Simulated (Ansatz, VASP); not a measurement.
# GaN in two plane-wave programs

Aim: how closely do two programs agree when they are given the same cell, functional and k mesh? The cell is taken from a series of runs on this material, whose earlier steps may have relaxed, scaled, displaced or heated it; both programs get it as it stands.

Main program and level: Ansatz 0.2.0; plane waves, with VASP 6.6.1 beside it; zone-centre phonons at LDA.

## (1) Set-up

The structure is tetragonal, space group I-4m2 (No. 119). The conventional cell has a = 3.213 Å, b = 3.213 Å, c = 4.355 Å, α = 90.00°, β = 90.00°, γ = 90.00°. Nearest to N lie 4 Ga at 1.94 Å. Nearest to Ga lie 4 N at 1.94 Å. Farther neighbours and most contacts between anions are not listed.

Structure file:

```cif
data_structure
_symmetry_space_group_name_H-M 'I-4m2'
_symmetry_Int_Tables_number 119
_cell_length_a 3.2133
_cell_length_b 3.2133
_cell_length_c 4.3549
_cell_angle_alpha 90.000
_cell_angle_beta 90.000
_cell_angle_gamma 90.000
_cell_volume 44.97
loop_
_atom_site_label
_atom_site_type_symbol
_atom_site_symmetry_multiplicity
_atom_site_Wyckoff_symbol
_atom_site_fract_x
_atom_site_fract_y
_atom_site_fract_z
_atom_site_occupancy
N1 N 2 c 0.00000 0.50000 0.25000 1
Ga1 Ga 2 a 0.00000 0.00000 0.00000 1
```

## (2) Ansatz: zone-centre phonons, LDA

Ansatz runs on its PAW soft_1 files.

Second derivatives magnify differences that forces hide, and they need a tight electronic threshold.

File input.yaml:

```yaml
crystal:
  lattice:
    - [0.0, 2.2721545612, 2.1774446129]
    - [2.2721545612, 0.0, 2.1774446129]
    - [2.2721545612, 2.2721545612, 0.0]
  atoms:
    - { symbol: "N", position: [0.25, 0.25, 0.25] }
    - { symbol: Ga, position: [0.0, 0.0, 0.0] }
kpoints:
  mp_grid: { grid: [12, 12, 12] }
hamiltonian:
  xc: lda
  pseudopotentials: { kind: paw, azcp: { folder: soft_1 }, xc_functional: pbe }
scf:
  occupations: { method: fixed }
output:
  eigenvalues: true
phonons:
  method: dfpt
  dielectric: true
  rigid_motions: translations
```

On the command line:

```sh
> ansatz run input.yaml --threads 4 --pin off --max-ram 10240MiB --backend cpu --events-out ev --progress --plain --runs-dir out
```

Numbers of over 12 decimals in the logs are rounded to 6 here.

What it wrote:

```text
Engine: ansatz 0.2.0, x86_64-unknown-linux-gnu
Pseudopotentials: kind: paw
Pseudopotential: N, paw, valence charge 5, recommended cutoff 420 eV (normal), soft_1/N.paw.azcp
Pseudopotential: Ga, paw, valence charge 13, recommended cutoff 420 eV (normal), soft_1/Ga.paw.azcp
Functional definition: SPW92
  exchange = slater_x
  correlation = pw_c
Crystal: 2 atoms, lattice volume = 22.483 Å³
Basis set: ecut = 420 eV, 443 PW (Γ), exchange–correlation on 48×48×48 points (8 copies of the dense FFT grid, shifted against one another)
Bands: 13, of which v1, the nominal top of the filled ones, is band 9 counted from 1 (8 counted from 0)
Symmetry: 8 space group operations
k-points: 868 of 1728 (irreducible under 1 space group operation, time reversal used)
Non-local potential: N, projectors of the file, l = 0: 2, l = 1: 2, l = 2: 1
Non-local potential: Ga, projectors of the file, l = 0: 2, l = 1: 2, l = 2: 3, l = 3: 1
PAW form: soft (Blöchl's): semilocal exchange-correlation on the pseudo side does not see the compensation charge
PAW frozen core: N, regenerated for the run's functional, and the local potential with it (the file was generated under x = pbe(κ = 0.804, μ = 0.219515), c = pbe(β = 0.066725))
PAW frozen core: Ga, regenerated for the run's functional, and the local potential with it (the file was generated under x = pbe(κ = 0.804, μ = 0.219515), c = pbe(β = 0.066725))
PAW one-centre angular grid: N, 110 points (default); XC on 64 Gauss nodes
PAW one-centre angular grid: Ga, 590 points (default); XC on 64 Gauss nodes
Initial density: superposition of atomic densities (chi_scale 0.1, normalization cell, long waves kept (reshape's long-wave potential 0.00 eV rms))
Initial wavefunctions: pseudopotential atomic-orbital guess
Functional: x = slater, c = lda
SCF iter   1: F=—  HF=-4082.692733 eV  |F-HF|=—  |Δ(HF+E_count)|=         —  Δρ=1.04e-1  dr2=2.14e0  ethr=3.10e-3  ⟨swp⟩=4.0  Hψ=50229  notcnv=0  defer=1187
preconditioner: auto → none  [insulator: Δε(μ)=2.595 eV  Ē_g=19.183 eV  n_scr=8 (ndim 8)  ℏωp=33.2 eV  f_vac=0.000  ε∞_Penn≈4.0]
SCF iter   2: F=—  HF=-4082.201766 eV  |F-HF|=—  |Δ(HF+E_count)|=   4.91e-1  Δρ=5.82e-2  dr2=4.73e-1  ethr=3.10e-3  ⟨swp⟩=2.1  Hψ=26347  notcnv=0  defer=345
SCF iter   3: F=—  HF=-4082.084997 eV  |F-HF|=—  |Δ(HF+E_count)|=   1.17e-1  Δρ=1.88e-2  dr2=4.05e-2  ethr=2.63e-3  ⟨swp⟩=2.0  Hψ=15643  notcnv=0  defer=1734
SCF iter   4: F=—  HF=-4082.076322 eV  |F-HF|=—  |Δ(HF+E_count)|=   8.68e-3  Δρ=7.89e-3  dr2=6.02e-3  ethr=2.25e-4  ⟨swp⟩=2.0  Hψ=22247  notcnv=0  defer=1736
SCF iter   5: F=—  HF=-4082.073403 eV  |F-HF|=—  |Δ(HF+E_count)|=   2.92e-3  Δρ=9.58e-4  dr2=6.00e-5  ethr=3.34e-5  ⟨swp⟩=2.0  Hψ=20497  notcnv=0  defer=1736
SCF iter   6: F=—  HF=-4082.073382 eV  |F-HF|=—  |Δ(HF+E_count)|=   2.03e-5  Δρ=1.32e-4  dr2=1.90e-6  ethr=3.33e-7  ⟨swp⟩=2.0  Hψ=17118  notcnv=0  defer=707
SCF iter   7: F=—  HF=-4082.073382 eV  |F-HF|=—  |Δ(HF+E_count)|=   5.69e-7  Δρ=1.74e-5  dr2=3.27e-8  ethr=1.06e-8  ⟨swp⟩=2.7  Hψ=18767  notcnv=0
SCF iter   8: F=—  HF=-4082.073382 eV  |F-HF|=—  |Δ(HF+E_count)|=   5.99e-9  Δρ=9.92e-7  dr2=1.76e-10  ethr=1.82e-10  ⟨swp⟩=2.7  Hψ=18940  notcnv=0
SCF iter   9: F=-4082.073382 eV  HF=-4082.073382 eV  |F-HF|=9.09e-13  |Δ(HF+E_count)|=  4.77e-11  Δρ=1.07e-7  dr2=2.04e-12  ethr=1.00e-12  ⟨swp⟩=6.0  Hψ=57659  notcnv=0
SCF 1 converged in 9 iterations: F = -4082.073382 eV  dr2 = 2.04e-12
  greatest PAW one-centre occupation: 0.996 electrons in one spin orbital (limit 2), on the Ga atom at site 1 (counted from 0), in its partial waves of l = 2
NSCF: frozen V_eff on 3 k-points
DFPT response loops at Γ: preconditioner auto → none (the input reference at scf.mixing.eps_inf says where Resta's filter doesn't serve); β = 0.50; Broyden in place of MSR1
── the response to a field inside a basis, on 12×12×12 k-points: an SCF that follows is theirs, and a resumed run solves both again ──
Bands: 10, of which v1, the nominal top of the filled ones, is band 9 counted from 1 (8 counted from 0)
k-points: 468 of 1728 (irreducible under 2 space group operations, time reversal used)
Initial density: handed on by an earlier stage of this run
Initial wavefunctions: pseudopotential atomic-orbital guess (no wavefunctions were taken with the density)
Eigensolver: Dense (468 Hₖ)
SCF iter   1: F=—  HF=-4082.075645 eV  |F-HF|=—  |Δ(HF+E_count)|=         —  Δρ=4.95e-4  dr2=9.57e-6  ethr=1.00e-1
preconditioner: auto → none  [insulator: Δε(μ)=1.989 eV  Ē_g=15.303 eV  n_scr=8 (ndim 8)  ℏωp=33.2 eV  f_vac=0.000  ε∞_Penn≈5.7]
SCF iter   2: F=—  HF=-4082.075644 eV  |F-HF|=—  |Δ(HF+E_count)|=   1.19e-6  Δρ=2.71e-4  dr2=4.58e-6  ethr=5.31e-8
SCF iter   3: F=—  HF=-4082.075645 eV  |F-HF|=—  |Δ(HF+E_count)|=   1.13e-6  Δρ=1.13e-4  dr2=2.49e-6  ethr=2.55e-8
SCF iter   4: F=-4082.075644 eV  HF=-4082.075644 eV  |F-HF|=6.34e-9  |Δ(HF+E_count)|=   1.07e-6  Δρ=1.37e-5  dr2=1.64e-8  ethr=1.38e-8
SCF 1 converged in 4 iterations: F = -4082.075644 eV  dr2 = 1.64e-8
DFPT response loops at Γ: mixed as the last ones told, above
WARN: field response: ε∞ stands inside a basis, on 12×12×12 points; the force constants stand on the 12×12×12 k-mesh, whose period is 13.82 times the interband length at k = (0.0000, 0.0000, 0.0000), direct gap 1.723 eV, under 14: take them and everything formed from them as unconverged, and compare with a denser kpoints.mp_grid
SCF converged after 9 iterations
Free energy (F): -4082.073382 eV
Harris-Foulkes:  -4082.073382 eV  (|F-HF|=9.09e-13)
Internal energy: -4082.073382 eV  (E = F + TS)
E sigma→0 (E₀):  -4082.073382 eV
Fermi energy:    9.666454 eV
--- Per-component energies (eV) ---
  E_band       = -8.944719
  E_kinetic    = 241.035285
  E_local      = -1402.827538  (includes V_loc(G=0)·N_el)
  E_nonlocal   = -51.874852
  E_hartree    = 887.783256
  E_xc         = -121.573542
  E_vxc        = -131.089320  (∫ρ·V_xc dr)
  E_paw        = -2039.217627  (= ΣΔE_a)
  E_vpaw       = -439.755471  (= ΣTr[D̂ρ^β])
  E_aug_tail   = 0.000655  (compensation charges beyond the density's cutoff)
  E_ewald      = -1597.207544
  E_core_change = 1.808525  (= ΣΔE_core)
  E_smearing   = -0.000000  (= −TS)
  E_closure    = -0.000000  (closes the sum)
  Σ components = -4082.073382   (vs F -4082.073382, Δ=0.00e0)
--- Band table (eV; the first three rows and the last of 868) ---
  k-point 0: bands = [... 5 lower, -3.7283, 9.4790, 9.4790, 9.6665, 11.3899, 19.7126, 19.8310, 19.8310]
  k-point 1: bands = [... 5 lower, -3.7299, 8.7186, 9.3942, 9.5387, 12.0277, 19.3824, 19.9221, 19.9303]
  k-point 2: bands = [... 5 lower, -3.7317, 7.2540, 9.1725, 9.3493, 12.9543, 18.6856, 20.0982, 20.2368]
  k-point 867: bands = [... 5 lower, -2.3353, 2.3159, 8.3845, 8.6966, 14.1539, 18.2370, 19.5307, 20.2276]
--- Phonons (Γ-DFPT): 4 representative perturbations + reference, on 868 of 1728 k-points (Σ response iterations 12) ---
  k mesh reduced under 1 symmetry operation, with k and −k counted as one. Each operation leaves every solved perturbation unchanged. A smaller set is not considered because the run solves the response to a homogeneous field
  ASR residual: 8.353e-5 → 0.000e0 eV/Å²; symmetrization residual: 2.061e-6 eV/Å²
  ASR residual per site (eV/Å²): 8.35e-5 2.01e-5
  Γ frequencies (cm⁻¹): 0.00 0.00 0.00 529.09 541.35 541.35
  ε∞ (high-frequency dielectric tensor):
        5.893873     0.000000     0.000000
        0.000000     5.893873     0.000000
        0.000000     0.000000     5.824545
  ε⁰ (static dielectric tensor: ions relaxed, cell fixed):
       10.461458     0.000000     0.000000
        0.000000    10.461458     0.000000
        0.000000     0.000000    10.326987
  ε⁰ − ε∞ (ionic part):
        4.567585     0.000000     0.000000
        0.000000     4.567585     0.000000
        0.000000     0.000000     4.502442
  softest optical mode at Γ: 529.09 cm⁻¹; the repairs (sum rule, projections) moved no ω² at Γ by more than (1.36 cm⁻¹)²
  Born effective charges Z* (e; rows j = field, columns β = displacement):
    site 0:
        -2.67090   -0.00000   -0.00000
         0.00000   -2.67090   -0.00000
         0.00000   -0.00000   -2.59174
    site 1:
         2.67090    0.00000    0.00000
         0.00000    2.67090    0.00000
        -0.00000    0.00000    2.59174
  Z* charge neutrality: 6.064e-4 e pre-enforcement
  solved inside a basis spanned on kpoints, on 12×12×12 k-points, its susceptibility summed on 16×16×16: ε∞ is read to err by 1.6e-2, Z* by 1.4e-2 e (field_mesh: kpoints solves on kpoints); Z* is corrected for what the basis lacks
  optical modes at Γ without the LO–TO term, one row a degenerate level:
      ω (cm⁻¹)  modes    IR ((D/Å)²/amu)
        529.09      1            13.2863
        541.35      2            28.2208
  optical modes at Γ + LO–TO along q̂ = [1.0000, 0.0000, 0.0000]:
      ω (cm⁻¹)  modes    IR ((D/Å)²/amu)
        529.09      1            13.2863
        541.35      1            14.1104
        721.23      1            14.1104
  optical modes at Γ + LO–TO along q̂ = [0.0000, 1.0000, 0.0000]:
      ω (cm⁻¹)  modes    IR ((D/Å)²/amu)
        529.09      1            13.2863
        541.35      1            14.1104
        721.23      1            14.1104
  optical modes at Γ + LO–TO along q̂ = [0.0000, 0.0000, 1.0000]:
      ω (cm⁻¹)  modes    IR ((D/Å)²/amu)
        541.35      2            28.2208
        704.51      1            13.2863
```

(Continued in part 2 of 3.)

[Lines on the potential files, build, host, timing and source positions are cut from VASP's logs without a mark.]

[Logs are printed without paths, hosts, clocks, repeated set-up lines and the standing remarks that a program may print on its own settings, such as how far it seeks lower states.]

[Hosts, paths, dates, database ids (printed as entryN), source tags and the programs' standing remarks are cut or masked in the printed files.]
